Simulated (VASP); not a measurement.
# ZnAu (Pm-3m) in VASP: electric field gradients with PBE

Aim: the electric field gradients of ZnAu with PBE.

Everything below comes from runs of VASP 6.6.1. Logs are shortened: lines on timing, memory, paths and dates and some standing lists are left out, and cuts for length are marked.

**1. The undisturbed crystal**

Symmetry: Pm-3m, No. 221, cubic system. The conventional cell has a = 3.147 Å, b = 3.147 Å, c = 3.147 Å, α = 90.00°, β = 90.00°, γ = 90.00°. Zn (site symmetry m-3m) is surrounded by 8 Au at 2.73 Å. Au (site symmetry m-3m) has 8 Zn at 2.73 Å as nearest neighbours.

**2. Electric field gradients, PBE (x and y stretched by +1 %, z held, crystal datasets)**

INCAR

```
ALGO = Normal
EDIFF = 1E-8
ENCUT = 520
GGA = PE
ISIF = 2
ISMEAR = -1
LASPH = True
LCHARG = False
LEFG = True
LREAL = False
LWAVE = False
NBANDS = 18
NELM = 100
PREC = Accurate
SIGMA = 0.05
```

KPOINTS

```
k-points
0
Gamma
  13 13 13
```

POSCAR

```
ZnAu
1.0
    3.1784700000      0.0000000000      0.0000000000
    0.0000000000      3.1784700000      0.0000000000
    0.0000000000      0.0000000000      3.1470000000
Zn Au
1 1
Direct
    0.5000000000      0.5000000000      0.5000000000
    0.0000000000      0.0000000000      0.0000000000
```

Potentials or basis: VASP PAW PBE potentials, release 64 (Zn, Au).

Launch:

```console
cat potpaw_PBE.64/Zn/POTCAR potpaw_PBE.64/Au/POTCAR > POTCAR
mpirun -np 1 vasp_std > vasp.out
```

OUTCAR:

```text
EDIFF = 1E-8
   ENCUT = 520
   GGA = PE
   ISIF = 2
   ISMEAR = -1
   LASPH = True
   LREAL = False
   NELM = 100
   PREC = Accurate

 ion  position               nearest neighbor table
   1  0.500  0.500  0.500-   2 2.74   2 2.74   2 2.74   2 2.74   2 2.74   2 2.74   2 2.74   2 2.74

   2  0.000  0.000  0.000-   1 2.74   1 2.74   1 2.74   1 2.74   1 2.74   1 2.74   1 2.74   1 2.74

  LATTYP: Found a simple tetragonal cell.
 ALAT       =     3.1784700000
 C/A-ratio  =     0.9900990099

  Lattice vectors:

 A1 = (   3.1784700000,   0.0000000000,   0.0000000000)
 A2 = (   0.0000000000,   3.1784700000,   0.0000000000)
 A3 = (   0.0000000000,   0.0000000000,   3.1470000000)

Analysis of symmetry for initial positions (statically):
=====================================================================
 Subroutine PRICEL returns:
 Original cell was already a primitive cell.

 Routine SETGRP: Setting up the symmetry group for a
 simple tetragonal supercell.

 Subroutine GETGRP returns: Found 16 space group operations
 (whereof 16 operations were pure point group operations)
 out of a pool of 16 trial point group operations.

The static configuration has the point symmetry D_4h.

Analysis of symmetry for dynamics (positions and initial velocities):
=====================================================================
 Subroutine PRICEL returns:
 Original cell was already a primitive cell.

 Routine SETGRP: Setting up the symmetry group for a
 simple tetragonal supercell.

 Subroutine GETGRP returns: Found 16 space group operations
 (whereof 16 operations were pure point group operations)
 out of a pool of 16 trial point group operations.

The dynamic configuration has the point symmetry D_4h.

 Subroutine INISYM returns: Found 16 space group operations
 (whereof 16 operations are pure point group operations),
 and found     1 'primitive' translations

----------------------------------------------------------------------------------------

                                     Primitive cell

  volume of cell :      31.7931

  direct lattice vectors                    reciprocal lattice vectors
     3.178470000  0.000000000  0.000000000     0.314616781  0.000000000  0.000000000
     0.000000000  3.178470000  0.000000000     0.000000000  0.314616781  0.000000000
     0.000000000  0.000000000  3.147000000     0.000000000  0.000000000  0.317762949

  length of vectors
     3.178470000  3.178470000  3.147000000     0.314616781  0.314616781  0.317762949

  position of ions in fractional coordinates (direct lattice)
     0.500000000  0.500000000  0.500000000
     0.000000000  0.000000000  0.000000000

  ion indices of the primitive-cell ions
   primitive index   ion index
                 1           1
                 2           2

----------------------------------------------------------------------------------------

 KPOINTS: k-points

Automatic generation of k-mesh.
 Grid dimensions read from file:
 generate k-points for:   13   13   13

 Generating k-lattice:

  Cartesian coordinates                     Fractional coordinates (reciprocal lattice)
     0.024201291  0.000000000  0.000000000     0.076923077  0.000000000  0.000000000
     0.000000000  0.024201291  0.000000000     0.000000000  0.076923077  0.000000000
     0.000000000  0.000000000  0.024443304     0.000000000  0.000000000  0.076923077

  Length of vectors
     0.024201291  0.024201291  0.024443304

  Shift w.r.t. Gamma in fractional coordinates (k-lattice)
     0.000000000  0.000000000  0.000000000

 Subroutine IBZKPT returns following result:
 ===========================================

 Found    196 irreducible k-points:

 Following reciprocal coordinates:
            Coordinates               Weight
  0.000000  0.000000  0.000000      1.000000
  0.076923  0.000000  0.000000      4.000000
  0.153846  0.000000  0.000000      4.000000
  0.230769  0.000000  0.000000      4.000000
  0.307692  0.000000  0.000000      4.000000
  0.384615  0.000000  0.000000      4.000000
[... 16 lines left out ...]
  0.307692  0.307692  0.000000      4.000000
  0.384615  0.307692  0.000000      8.000000
 [... further k-points ...]
   k-points           NKPTS =    196   k-points in BZ     NKDIM =    196   number of bands    NBANDS=     18
   number of dos      NEDOS =    301   number of ions     NIONS =      2
   total plane-waves  NPLWV =  13824
   dimension x,y,z NGX =    24 NGY =   24 NGZ =   24
   dimension x,y,z NGXF=    48 NGYF=   48 NGZF=   48
   ions per type =               1   1
   NGX,Y,Z   is equivalent  to a cutoff of  12.55, 12.55, 12.68 a.u.
   NGXF,Y,Z  is equivalent  to a cutoff of  25.11, 25.11, 25.36 a.u.
 SYSTEM =  unknown system
   PREC   = accura    normal or accurate (medium, high low for compatibility)
   ISTART =      0    job   : 0-new  1-cont  2-samecut
   ICHARG =      2    charge: 1-file 2-atom 10-const
   ISPIN  =      1    spin polarized calculation?
   LNONCOLLINEAR =      F non collinear calculations
   LSORBIT =      F    spin-orbit coupling
   LASPH  =      T    aspherical Exc in radial PAW
   ENCUT  =  520.0 eV  38.22 Ry    6.18 a.u.   5.91  5.91  5.85*2*pi/ulx,y,z
   NELM   =    100;   NELMIN=  2; NELMDL= -5     # of ELM steps
   EDIFF  = 0.1E-07   stopping-criterion for ELM
   LREAL  =      F    real-space projection
   EDIFFG = 0.1E-06   stopping-criterion for IOM
   NSW    =      0    number of steps for IOM
   IBRION =     -1    ionic relax: 0-MD 1-quasi-New 2-CG
   NFREE  =      0    steps in history (QN), initial steepest desc. (CG)
   ISIF   =      2    stress and relaxation
   ISYM   =      2    0-nonsym 1-usesym 2-fastsym
   POTIM  = 0.5000    time-step for ionic-motion
   TEBEG  =    0.0;   TEEND  =   0.0 temperature during run
   PSTRESS=    0.0 pullay stress
   NELECT =      23.0000    total number of electrons
   NUPDOWN=      -1.0000    fix difference up-down
   EMIN   =  10.00;   EMAX   =-10.00  energy-range for DOS
   EFERMI =   0.00;   METHOD = LEGACY
   ISMEAR =    -1;   SIGMA  =   0.05  broadening in eV -4-tet -1-fermi 0-gaus
   EFERMI_NEDOS =   21; number of points for ismear=-14 and -15
   IALGO  =     38    algorithm
   IMIX   =      4    mixing-type and parameters
     AMIX     =   0.40;   BMIX     =  1.00
     AMIX_MAG =   1.60;   BMIX_MAG =  1.00
  volume/ion in A,a.u.               =      15.90       107.28
  Fermi-wavevector in a.u.,A,eV,Ry     =   1.469625  2.777188 29.385820  2.159797
  Thomas-Fermi vector in A             =   2.584980
   LORBIT       =      0    0 simple, 1 ext, 2 COOP (PROOUT), +10 PAW based schemes
   GGA     = PE    functional components
   LHFCALC =     F    Hartree Fock is set to
   AEXX    =    0.0000 exact exchange contribution
   IVDW    =     0    specifies the selected vdW correction
   LEPSILON=     F    determine dielectric tensor
   LRPA    =     F    only Hartree local field effects (RPA)
 non-spin polarized calculation
  energy-cutoff  :      520.00
  volume of cell :       31.79
 maximum number of plane-waves:       878
 NGX is ok and might be reduce to    24
   NGX = 11   NGY = 11   NGZ = 11

 number of electron      23.0000024 magnetization

 Free energy of the ion-electron system (eV)
  ---------------------------------------------------
  ext. energy  EPLUGINS =         0.00000000
  ---------------------------------------------------
  free energy    TOTEN  =        -4.74633952 eV

  energy without entropy =       -4.74039557  energy(sigma->0) =       -4.74336755

 E-fermi :   6.8883     XC(G=0): -12.2649

 val. band max:        6.8872287954   @ k =   0.3846   0.2308   0.4615
 cond. band min:       6.8894350095   @ k =   0.1538   0.0000   0.3077
 fundamental gap:      0.0022062141
 Fermi energy:         6.8882554225

 k-point     1 :       0.0000    0.0000    0.0000
  band No.  band energies     occupation
      1      -3.5814      2.00000
      2      -1.1804      2.00000
      3      -1.1796      2.00000
      4      -0.5451      2.00000
      5      -0.5291      2.00000
      6      -0.5291      2.00000
[... 10 lines left out ...]
     17      18.9132      0.00000
     18      25.0167      0.00000

 k-point     2 :       0.0769    0.0000    0.0000
  band No.  band energies     occupation
      1      -3.4785      2.00000
      2      -1.1585      2.00000
      3      -1.1510      2.00000
      4      -0.5461      2.00000
      5      -0.5302      2.00000
      6      -0.5211      2.00000
[... 10 lines left out ...]
     17      19.2724      0.00000
     18      24.9104      0.00000

 k-point     3 :       0.1538    0.0000    0.0000
  band No.  band energies     occupation
      1      -3.1750      2.00000
      2      -1.0978      2.00000
      3      -1.0707      2.00000
      4      -0.5482      2.00000
      5      -0.5330      2.00000
      6      -0.4987      2.00000
[... 10 lines left out ...]
     17      20.7114      0.00000
     18      24.5593      0.00000

 k-point     4 :       0.2308    0.0000    0.0000
  band No.  band energies     occupation
      1      -2.6877      2.00000
      2      -1.0075      2.00000
      3      -0.9587      2.00000
      4      -0.5499      2.00000
      5      -0.5357      2.00000
      6      -0.4666      2.00000
[... 10 lines left out ...]
     17      22.6100      0.00000
     18      23.3269      0.00000

 k-point     5 :       0.3077    0.0000    0.0000
  band No.  band energies     occupation
      1      -2.0526      2.00000
      2      -0.9044      2.00000
      3      -0.8401      2.00000
      4      -0.5498      2.00000
      5      -0.5368      2.00000
      6      -0.4318      2.00000
[... 10 lines left out ...]
     17      21.7334      0.00000
     18      21.7438      0.00000

 k-point     6 :       0.3846    0.0000    0.0000
  band No.  band energies     occupation
      1      -1.3546      2.00000
      2      -0.8118      2.00000
      3      -0.7316      2.00000
      4      -0.5480      2.00000
      5      -0.5362      2.00000
      6      -0.4025      2.00000
[... 307 lines left out ...]
 k-point    21 :       0.3846    0.2308    0.0000
  band No.  band energies     occupation
      1      -1.2802      2.00000
      2      -0.9420      2.00000
      3      -0.6850      2.00000
      4      -0.5623      2.00000
      5      -0.5473      2.00000
      6       0.0727      2.00000
[... 10 lines left out ...]
     17      20.7071      0.00000
     18      21.3185      0.00000

 k-point    22 :       0.4615    0.2308    0.0000
  band No.  band energies     occupation
      1      -1.1295      2.00000
      2      -0.9797      2.00000
      3      -0.6704      2.00000
      4      -0.5954      2.00000
      5      -0.5245      2.00000
      6       0.5210      2.00000
[... 10 lines left out ...]
     17      19.6544      0.00000
     18      21.0835      0.00000

 k-point    23 :       0.3077    0.3077    0.0000
  band No.  band energies     occupation
      1      -1.4013      2.00000
      2      -0.9767      2.00000
      3      -0.7270      2.00000
      4      -0.5610      2.00000
      5      -0.5208      2.00000
      6       0.0090      2.00000
[... 10 lines left out ...]
     17      21.2305      0.00000
     18      21.5690      0.00000

 k-point    24 :       0.3846    0.3077    0.0000
  band No.  band energies     occupation
      1      -1.3027      2.00000
      2      -1.0410      2.00000
      3      -0.7489      2.00000
      4      -0.6335      2.00000
      5      -0.4342      2.00000
      6       0.3324      2.00000
[... 10 lines left out ...]
     17      20.7297      0.00000
     18      20.9730      0.00000

 [... further k-points ...]

------------------------ aborting loop because EDIFF is reached ----------------------------------------

  FORCE on cell =-STRESS in cart. coord.  units (eV):
  Direction    XX          YY          ZZ          XY          YZ          ZX
  --------------------------------------------------------------------------------------
  -------------------------------------------------------------------------------------
  Total        0.4800924      0.4800924      0.4025143      0.0000000      0.0000000      0.0000000
  in kB       24.1937081     24.1937081     20.2842504      0.0000000      0.0000000      0.0000000
  external PRESSURE =      22.8905556 kB  Pullay stress =       0.0000000 kB

 VOLUME and BASIS-vectors are now :
 -----------------------------------------------------------------------------
  energy-cutoff  :      520.00
  volume of cell :       31.79
      direct lattice vectors                 reciprocal lattice vectors
     3.178470000  0.000000000  0.000000000     0.314616781  0.000000000  0.000000000
     0.000000000  3.178470000  0.000000000     0.000000000  0.314616781  0.000000000
     0.000000000  0.000000000  3.147000000     0.000000000  0.000000000  0.317762949

 POSITION                                       TOTAL-FORCE (eV/Angst)
 -----------------------------------------------------------------------------------
      1.58923      1.58923      1.57350         0.000000      0.000000      0.000000
      0.00000      0.00000      0.00000         0.000000      0.000000      0.000000
 -----------------------------------------------------------------------------------
    total drift:                                0.000000      0.000000     -0.000000

  FREE ENERGIE OF THE ION-ELECTRON SYSTEM (eV)
  ---------------------------------------------------
  free  energy   TOTEN  =        -4.7463395238 eV

  energy  without entropy=       -4.7403955677  energy(sigma->0) =       -4.74336755

 Electric field gradients (V/A^2)
---------------------------------------------------------------------
 ion       V_xx      V_yy      V_zz      V_xy      V_xz      V_yz
---------------------------------------------------------------------
   1      -0.189    -0.189     0.379     0.000    -0.000     0.000
   2       0.825     0.825    -1.650     0.000    -0.000     0.000
---------------------------------------------------------------------

 Electric field gradients after diagonalization (V/A^2)
 (convention: |V_zz| > |V_xx| > |V_yy|)
----------------------------------------------------------------------
 ion       V_xx      V_yy      V_zz     asymmetry (V_yy - V_xx)/ V_zz
----------------------------------------------------------------------
   1      -0.189    -0.189     0.379       0.000
   2       0.825     0.825    -1.650       0.000
----------------------------------------------------------------------

           NMR quadrupolar parameters

 Cq : quadrupolar parameter    Cq=e*Q*V_zz/h
 eta: asymmetry parameters     (V_yy - V_xx)/ V_zz
 Q  : nuclear electric quadrupole moment in mb (millibarn)
----------------------------------------------------------------------
 ion       Cq(MHz)       eta       Q (mb)
----------------------------------------------------------------------
   1       0.001       0.000       1.000
   2      -0.004       0.000       1.000
----------------------------------------------------------------------
```

Run time: 48 s. Hardware: 1 thread of AMD EPYC 9R45 (Zen 5), shared host; peak memory 0.2 GiB.

Results:

| Item | Value |
| --- | --- |
| Free energy | -4.7463 eV |
| Pressure | 2.3 GPa |
| Band gap on the k mesh | none (metal or under the smearing width) |

Stress tensor (GPa, compression positive):
```
2.42 0.00 0.00
0.00 2.42 0.00
0.00 0.00 2.03
```

Levels at points of the mesh, in eV from the Fermi level:
```
           k point  band 10  band 11  band 12  band 13  band 14  band 15
(0.00, 0.00, 0.00)    -3.74    -3.74     4.84     4.84     5.13     8.56
```

Electric field gradients, principal values (V/Å²):
| atom | Vxx | Vyy | Vzz |
| --- | --- | --- | --- |
| 1 Zn | -0.189 | -0.189 | 0.379 |
| 2 Au | 0.825 | 0.825 | -1.650 |

Spin-orbit coupling is left out, which matters for the levels of Au.
